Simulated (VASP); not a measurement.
# Mesh, vacuum, cutoff and functional for a single sheet of PtSe2, part 2 of 4

Aim: find which settings matter for a slab model of a single sheet of PtSe2, and what they cost.

VASP 6.6.1, plane waves and PAW; the level of theory is named at each step.

So far, highest filled level below the vacuum (eV): step 2 (the base run) 5.76; step 3 (another mesh, mesh points along a 3, k-mesh 3×3×1) 5.62.

## 4. Another mesh, mesh points along a 6, k-mesh 6×6×1

Level of this step: PBE; plane waves and PAW (Se, Pt) (VASP).

Contents of INCAR:

```
SYSTEM = PtSe2
PREC = Normal
ENCUT = 350
EDIFF = 1E-06
NELM = 120
ISMEAR = 0
SIGMA = 0.05
LREAL = .FALSE.
ALGO = Normal
GGA = PE
NBANDS = 17
LASPH = .TRUE.
LORBIT = 11
LWAVE = .FALSE.
LCHARG = .FALSE.
KPAR = 4
IDIPOL = 3
LDIPOL = .TRUE.
DIPOL = 0.5 0.5 0.5
LVHAR = .TRUE.
LVACPOTAV = .TRUE.
```

Contents of POSCAR:

```
PtSe2
1.0
    3.7240000000      0.0000000000      0.0000000000
   -1.8620000000      3.2250786040      0.0000000000
    0.0000000000      0.0000000000     17.5310000000
Se Pt
2 1
Direct
    0.3333333330      0.6666666670      0.5721864130
    0.6666666670      0.3333333330      0.4278135870
    0.0000000000      0.0000000000      0.5000000000
```

Contents of KPOINTS:

```
Automatic mesh
0
Gamma
6 6 1
0 0 0
```

Potentials, in the order of the species: Se and Pt (PBE family, release 64).

Run with:

```bash
$ mpirun -np 4 vasp_std
```

The program printed:

```text
[... set-up lines as in an earlier step ...]
 entering main loop
       N       E                     dE             d eps       ncg     rms          rms(c)
DAV:   1     0.139445820180E+03    0.13945E+03   -0.65345E+03   238   0.715E+02
DAV:   2    -0.309184349213E+01   -0.14254E+03   -0.13771E+03   343   0.162E+02
DAV:   3    -0.149053589308E+02   -0.11814E+02   -0.11755E+02   277   0.577E+01
DAV:   4    -0.151106823632E+02   -0.20532E+00   -0.20511E+00   329   0.827E+00
[...]
DAV:  20    -0.142559461065E+02   -0.25054E-05   -0.21014E-07   228   0.244E-03    0.504E-04
DAV:  21    -0.142559477531E+02   -0.16466E-05   -0.26798E-08   226   0.113E-03    0.431E-04
DAV:  22    -0.142559484785E+02   -0.72541E-06   -0.10805E-08   218   0.563E-04
 [... a notice as in an earlier step ...]

   1 F= -.14255948E+02 E0= -.14255948E+02  d E =-.374561E-12
```

The job ended after 5.8 s (4 MPI ranks of Intel Xeon Platinum 8488C (Sapphire Rapids), shared host; peak memory 0.62 GiB; 18 s of CPU time).

From OUTCAR (step 4):

```text
  Total        1.8211178      1.8211178      1.5716671      0.0000000      0.0000000     -0.0000000
  in kB       13.8577253     13.8577253     11.9595401      0.0000000      0.0000000     -0.0000000
  external PRESSURE =      13.2249969 kB  Pullay stress =       0.0000000 kB

 POSITION                                       TOTAL-FORCE (eV/Angst)
 -----------------------------------------------------------------------------------
     -0.00000      2.15005     10.03100        -0.000000      0.000000      0.654752
      1.86200      1.07503      7.50000         0.000000      0.000000     -0.654752
      0.00000      0.00000      8.76550         0.000000      0.000000      0.000000
 -----------------------------------------------------------------------------------
    total drift:                                0.000000     -0.000000     -0.000000

  FREE ENERGIE OF THE ION-ELECTRON SYSTEM (eV)
  ---------------------------------------------------
  free  energy   TOTEN  =       -14.2559484785 eV

  energy  without entropy=      -14.2559484785  energy(sigma->0) =      -14.25594848

[... 1 part as in an earlier step ...]

[... 2 further parts left out ...]
[key lines of the parts left out:]
E-fermi :  -2.2385
```

Against the base run its depth below the vacuum changes by -0.05 eV and the energy by -0.2 meV an atom.

## 5. Another mesh, mesh points along a 12, k-mesh 12×12×1

INCAR is that of step 4.

POSCAR is that of step 4.

Contents of KPOINTS:

```
Automatic mesh
0
Gamma
12 12 1
0 0 0
```

Run with:

```bash
$ mpirun -np 4 vasp_std
```

The program printed:

```text
[... set-up lines as in an earlier step ...]
 entering main loop
       N       E                     dE             d eps       ncg     rms          rms(c)
DAV:   1     0.139163568472E+03    0.13916E+03   -0.64723E+03   646   0.713E+02
DAV:   2    -0.311417285059E+01   -0.14228E+03   -0.13695E+03   900   0.161E+02
DAV:   3    -0.149343989928E+02   -0.11820E+02   -0.11748E+02   805   0.574E+01
DAV:   4    -0.151107078612E+02   -0.17631E+00   -0.17613E+00   790   0.776E+00
[...]
DAV:  21    -0.142559355881E+02   -0.24495E-05   -0.64808E-08   623   0.157E-03    0.299E-04
DAV:  22    -0.142559366078E+02   -0.10197E-05   -0.48195E-08   655   0.107E-03    0.129E-03
DAV:  23    -0.142559373404E+02   -0.73256E-06   -0.33018E-08   603   0.812E-04
 [... a notice as in an earlier step ...]

   1 F= -.14255937E+02 E0= -.14255937E+02  d E =-.325607E-12
```

The job ended after 8.6 s (4 MPI ranks; peak memory 0.71 GiB).

OUTCAR, selected parts (step 5):

```text
  Total        1.8039438      1.8039438      1.6095939     -0.0000000      0.0000000      0.0000000
  in kB       13.7270406     13.7270406     12.2481426     -0.0000000      0.0000000      0.0000000
  external PRESSURE =      13.2340746 kB  Pullay stress =       0.0000000 kB

 POSITION                                       TOTAL-FORCE (eV/Angst)
 -----------------------------------------------------------------------------------
     -0.00000      2.15005     10.03100         0.000000     -0.000000      0.669798
      1.86200      1.07503      7.50000        -0.000000      0.000000     -0.669798
      0.00000      0.00000      8.76550         0.000000      0.000000      0.000000
 -----------------------------------------------------------------------------------
    total drift:                                0.000000     -0.000000     -0.000000

  FREE ENERGIE OF THE ION-ELECTRON SYSTEM (eV)
  ---------------------------------------------------
  free  energy   TOTEN  =       -14.2559373404 eV

  energy  without entropy=      -14.2559373404  energy(sigma->0) =      -14.25593734

[... 1 part as in an earlier step ...]

[... 2 further parts left out ...]
[key lines of the parts left out:]
E-fermi :  -2.2412
```

Against the base run its depth below the vacuum changes by -0.06 eV and the energy by -0.2 meV an atom.

## 6. Side by side

Times are for 4 MPI ranks of Intel Xeon Platinum 8488C (Sapphire Rapids), shared host. The runs compared:

```csv
no.,mesh points along a,highest filled level below the vacuum (eV),energy at zero smearing (eV),time,memory (GiB)
1,3,5.620,-14.36,4.2 s,0.43
2,6,5.704,-14.26,5.8 s,0.62
3,12,5.698,-14.26,8.6 s,0.71
```

## 7. Another vacuum, vacuum width 5

Too little vacuum lets the faces of neighbouring images overlap, and too much only costs plane waves.

INCAR is that of step 5.

Contents of POSCAR:

```
PtSe2
1.0
    3.7240000000      0.0000000000      0.0000000000
   -1.8620000000      3.2250786040      0.0000000000
    0.0000000000      0.0000000000      7.5310000126
Se Pt
2 1
Direct
    0.3333333330      0.6666666670      0.6680387736
    0.6666666670      0.3333333330      0.3319612264
    0.0000000000      0.0000000000      0.5000000000
```

Contents of KPOINTS:

```
Automatic mesh
0
Gamma
9 9 1
0 0 0
```

Run with:

```bash
$ mpirun -np 4 vasp_std
```

The program printed:

```text
[... set-up lines as in an earlier step ...]
 entering main loop
       N       E                     dE             d eps       ncg     rms          rms(c)
DAV:   1     0.100779495139E+03    0.10078E+03   -0.77637E+03   408   0.800E+02
DAV:   2    -0.101071667353E+02   -0.11089E+03   -0.10787E+03   518   0.180E+02
DAV:   3    -0.150559212661E+02   -0.49488E+01   -0.49280E+01   554   0.423E+01
DAV:   4    -0.151031231841E+02   -0.47202E-01   -0.47186E-01   494   0.432E+00
DAV:   5    -0.151039324171E+02   -0.80923E-03   -0.80920E-03   572   0.540E-01    0.129E+01
DAV:   6    -0.144380731061E+02    0.66586E+00   -0.46185E+00   418   0.200E+01    0.713E+00
DAV:   7    -0.142685816507E+02    0.16949E+00   -0.93639E-01   418   0.942E+00    0.364E+00
DAV:   8    -0.142480696292E+02    0.20512E-01   -0.59868E-02   525   0.189E+00    0.753E-01
DAV:   9    -0.142450215054E+02    0.30481E-02   -0.12014E-02   483   0.104E+00    0.186E-01
DAV:  10    -0.142453697963E+02   -0.34829E-03   -0.16146E-03   450   0.257E-01    0.649E-02
DAV:  11    -0.142453953878E+02   -0.25591E-04   -0.88061E-05   520   0.884E-02    0.298E-02
DAV:  12    -0.142453949301E+02    0.45773E-06   -0.26782E-05   436   0.439E-02    0.406E-03
DAV:  13    -0.142453958755E+02   -0.94539E-06   -0.19789E-06   472   0.947E-03
 -----------------------------------------------------------------------------
|                                                                             |
|           W    W    AA    RRRRR   N    N  II  N    N   GGGG   !!!           |
|           W    W   A  A   R    R  NN   N  II  NN   N  G    G  !!!           |
|           W    W  A    A  R    R  N N  N  II  N N  N  G       !!!           |
|           W WW W  AAAAAA  RRRRR   N  N N  II  N  N N  G  GGG   !            |
|           WW  WW  A    A  R   R   N   NN  II  N   NN  G    G                |
|           W    W  A    A  R    R  N    N  II  N    N   GGGG   !!!           |
|                                                                             |
|     The minimum charge density times volume of the cell along the axis      |
|     of the dipole correction is larger 1E-1, which could mean that your     |
|     workfunction is not accurate as there is no field free region in        |
|     your cell. Please consider either increasing the size of your cell      |
|     along the dipole correction (vacuum dimension) or perhaps               |
|     increasing the precision of your calculation.                           |
|                                                                             |
 -----------------------------------------------------------------------------

 [... a notice as in an earlier step ...]

   1 F= -.14245396E+02 E0= -.14245396E+02  d E =-.730389E-17
 -----------------------------------------------------------------------------
|                                                                             |
|           W    W    AA    RRRRR   N    N  II  N    N   GGGG   !!!           |
|           W    W   A  A   R    R  NN   N  II  NN   N  G    G  !!!           |
|           W    W  A    A  R    R  N N  N  II  N N  N  G       !!!           |
|           W WW W  AAAAAA  RRRRR   N  N N  II  N  N N  G  GGG   !            |
|           WW  WW  A    A  R   R   N   NN  II  N   NN  G    G                |
|           W    W  A    A  R    R  N    N  II  N    N   GGGG   !!!           |
|                                                                             |
|     The minimum charge density times volume of the cell along the axis      |
|     of the dipole correction is larger 1E-1, which could mean that your     |
|     workfunction is not accurate as there is no field free region in        |
|     your cell. Please consider either increasing the size of your cell      |
|     along the dipole correction (vacuum dimension) or perhaps               |
|     increasing the precision of your calculation.                           |
|                                                                             |
 -----------------------------------------------------------------------------

 [... a notice as in an earlier step ...]
```

It took 3.2 s on 4 MPI ranks; peak memory 0.53 GiB.

OUTCAR, selected parts (step 7):

```text
   ENCUT  =  350.0 eV  25.72 Ry    5.07 a.u.   5.68  5.68 11.49*2*pi/ulx,y,z

   NELECT =      22.0000    total number of electrons

 dipolmoment           0.000000      0.000000      0.000000 electrons x Angstroem

 E-fermi :   2.1723

 k-point     1 :       0.0000    0.0000    0.0000
  band No.  band energies     occupation
    ...
      7      -1.1684      2.00000
      8       0.5869      2.00000
      9       1.4136      2.00000
     10       1.7366      2.00000
     11       1.7366      2.00000
     12       4.8908      0.00000
     13       4.8908      0.00000
     14       6.1354      0.00000
     15       7.2927      0.00000
     16       9.7249      0.00000
    ...

  Total        1.8315557      1.8315557      1.6652106     -0.0000000      0.0000000     -0.0000000
  in kB       32.4435292     32.4435292     29.4969505     -0.0000000      0.0000000     -0.0000000
  external PRESSURE =      31.4613363 kB  Pullay stress =       0.0000000 kB

 POSITION                                       TOTAL-FORCE (eV/Angst)
 -----------------------------------------------------------------------------------
     -0.00000      2.15005      5.03100         0.000000      0.000000      0.685207
      1.86200      1.07503      2.50000         0.000000      0.000000     -0.685207
      0.00000      0.00000      3.76550        -0.000000      0.000000      0.000000
 -----------------------------------------------------------------------------------
    total drift:                                0.000000      0.000000     -0.000000

  FREE ENERGIE OF THE ION-ELECTRON SYSTEM (eV)
  ---------------------------------------------------
  free  energy   TOTEN  =       -14.2453958755 eV

  energy  without entropy=      -14.2453958755  energy(sigma->0) =      -14.24539588

[... 3 parts as in an earlier step ...]

[... 13 further parts left out ...]
```

Numbers from this step:

```yaml
electronic_cycles: 13
free_energy_toten: -14.25 eV
fermi_energy: 2.172 eV
gap_on_the_k_mesh: 1.370 eV
least_direct_gap_on_the_k_mesh: 1.442 eV
```

Force by atom:

| atom | x (eV/Å) | y (eV/Å) | z (eV/Å) | size |
| --- | --- | --- | --- | --- |
| Se1 | 0.000 | 0.000 | 0.685 | 0.685 |
| Se2 | 0.000 | 0.000 | -0.685 | 0.685 |
| Pt3 | 0.000 | 0.000 | 0.000 | 0.000 |

The program found no flat vacuum in this gap and printed no vacuum level, so no level below the vacuum can be given.

## 8. Another vacuum, vacuum width 8

INCAR is that of step 7.

Contents of POSCAR:

```
PtSe2
1.0
    3.7240000000      0.0000000000      0.0000000000
   -1.8620000000      3.2250786040      0.0000000000
    0.0000000000      0.0000000000     10.5310000126
Se Pt
2 1
Direct
    0.3333333330      0.6666666670      0.6201690252
    0.6666666670      0.3333333330      0.3798309748
    0.0000000000      0.0000000000      0.5000000000
```

KPOINTS is that of step 7.

Run with:

```bash
$ mpirun -np 4 vasp_std
```

The program printed:

```text
[... set-up lines as in an earlier step ...]
 entering main loop
       N       E                     dE             d eps       ncg     rms          rms(c)
DAV:   1     0.114850952862E+03    0.11485E+03   -0.74076E+03   408   0.773E+02
DAV:   2    -0.770233133980E+01   -0.12255E+03   -0.11906E+03   530   0.174E+02
DAV:   3    -0.150172742314E+02   -0.73149E+01   -0.72744E+01   489   0.484E+01
DAV:   4    -0.151104813597E+02   -0.93207E-01   -0.93176E-01   534   0.594E+00
[...]
DAV:  13    -0.142533726996E+02   -0.12425E-05   -0.17746E-05   412   0.291E-02    0.526E-03
DAV:  14    -0.142533801925E+02   -0.74929E-05   -0.46019E-06   423   0.103E-02    0.474E-03
DAV:  15    -0.142533810602E+02   -0.86771E-06   -0.68669E-07   398   0.548E-03
 [... a notice as in an earlier step ...]

   1 F= -.14253381E+02 E0= -.14253381E+02  d E =-.750825E-17
```

Elapsed: 4 s, on 4 MPI ranks; peak memory 0.55 GiB; 11 s of CPU time.

From OUTCAR (step 8):

```text
  Total        1.8062170      1.8062170      1.6258972      0.0000000      0.0000000      0.0000000
  in kB       22.8802579     22.8802579     20.5960564      0.0000000      0.0000000      0.0000000
  external PRESSURE =      22.1188574 kB  Pullay stress =       0.0000000 kB

 POSITION                                       TOTAL-FORCE (eV/Angst)
 -----------------------------------------------------------------------------------
     -0.00000      2.15005      6.53100        -0.000000      0.000000      0.670915
      1.86200      1.07503      4.00000         0.000000     -0.000000     -0.670915
      0.00000      0.00000      5.26550         0.000000      0.000000      0.000000
 -----------------------------------------------------------------------------------
    total drift:                                0.000000     -0.000000     -0.000000

  FREE ENERGIE OF THE ION-ELECTRON SYSTEM (eV)
  ---------------------------------------------------
  free  energy   TOTEN  =       -14.2533810602 eV

  energy  without entropy=      -14.2533810602  energy(sigma->0) =      -14.25338106

[... 1 part as in an earlier step ...]

[... 2 further parts left out ...]
[key lines of the parts left out:]
E-fermi :  -0.0976
```

Against the base run its depth below the vacuum changes by -0.04 eV and the energy by +0.7 meV an atom.

## 9. Another vacuum, vacuum width 24

INCAR is that of step 8.

Contents of POSCAR:

```
PtSe2
1.0
    3.7240000000      0.0000000000      0.0000000000
   -1.8620000000      3.2250786040      0.0000000000
    0.0000000000      0.0000000000     26.5310000126
Se Pt
2 1
Direct
    0.3333333330      0.6666666670      0.5476989185
    0.6666666670      0.3333333330      0.4523010815
    0.0000000000      0.0000000000      0.5000000000
```

KPOINTS is that of step 8.

Run with:

```bash
$ mpirun -np 4 vasp_std
```

The program printed:

```text
[... set-up lines as in an earlier step ...]
 entering main loop
       N       E                     dE             d eps       ncg     rms          rms(c)
DAV:   1     0.157501107300E+03    0.15750E+03   -0.58151E+03   408   0.674E+02
DAV:   2     0.112157532076E+01   -0.15638E+03   -0.14997E+03   675   0.149E+02
DAV:   3    -0.149082481661E+02   -0.16030E+02   -0.15952E+02   513   0.628E+01
DAV:   4    -0.151105136996E+02   -0.20227E+00   -0.20200E+00   543   0.836E+00
[...]
DAV:  24    -0.142558943123E+02   -0.20532E-05   -0.85724E-07   414   0.444E-03    0.390E-03
DAV:  25    -0.142558953781E+02   -0.10659E-05   -0.82395E-08   439   0.167E-03    0.224E-03
DAV:  26    -0.142558957866E+02   -0.40850E-06   -0.46825E-08   442   0.108E-03
 [... a notice as in an earlier step ...]

   1 F= -.14255896E+02 E0= -.14255896E+02  d E =-.271571E-17
```

Run time: 11 s. Hardware: 4 MPI ranks; peak memory 0.83 GiB.

OUTCAR, selected parts (step 9):

```text
  Total        1.8045229      1.8045229      1.6139029      0.0000000      0.0000000      0.0000000
  in kB        9.0733859      9.0733859      8.1149228      0.0000000      0.0000000      0.0000000
  external PRESSURE =       8.7538982 kB  Pullay stress =       0.0000000 kB

 POSITION                                       TOTAL-FORCE (eV/Angst)
 -----------------------------------------------------------------------------------
     -0.00000      2.15005     14.53100         0.000000     -0.000000      0.669955
      1.86200      1.07503     12.00000        -0.000000      0.000000     -0.669955
      0.00000      0.00000     13.26550         0.000000      0.000000      0.000000
 -----------------------------------------------------------------------------------
    total drift:                                0.000000      0.000000     -0.000000

  FREE ENERGIE OF THE ION-ELECTRON SYSTEM (eV)
  ---------------------------------------------------
  free  energy   TOTEN  =       -14.2558957866 eV

  energy  without entropy=      -14.2558957866  energy(sigma->0) =      -14.25589579

[... 1 part as in an earlier step ...]

[... 2 further parts left out ...]
[key lines of the parts left out:]
E-fermi :  -3.3355
```

Against the base run its depth below the vacuum changes by +0.00 eV and the energy by -0.2 meV an atom.

## 10. The series together

Times are for 4 MPI ranks of Intel Xeon Platinum 8488C (Sapphire Rapids), shared host. The runs compared:

```csv
no.,vacuum width,electronic cycles,free energy (TOTEN) (eV),gap on the k-mesh (eV),least direct gap on the k-mesh (eV),time,memory (GiB)
1,5,13,-14.25,1.370,1.442,3.2 s,0.53
2,8,15,-14.25,1.457,1.480,4 s,0.55
3,24,26,-14.26,1.460,1.481,11 s,0.83
```

(Part 2 of 4 ends here.)

[Lines on the potential files, build, host, timing and source positions are cut from VASP's logs without a mark.]

[Logs are printed without paths, hosts, clocks, repeated set-up lines and the standing remarks that a program may print on its own settings, such as how far it seeks lower states.]

[Hosts, paths, dates, database ids (printed as entryN), source tags and the programs' standing remarks are cut or masked in the printed files.]

[In band tables of VASP the shares of atoms and orbitals are scaled to a sum of 1 inside the atoms' spheres.]

[Runs that stopped without an error message from VASP are left out.]
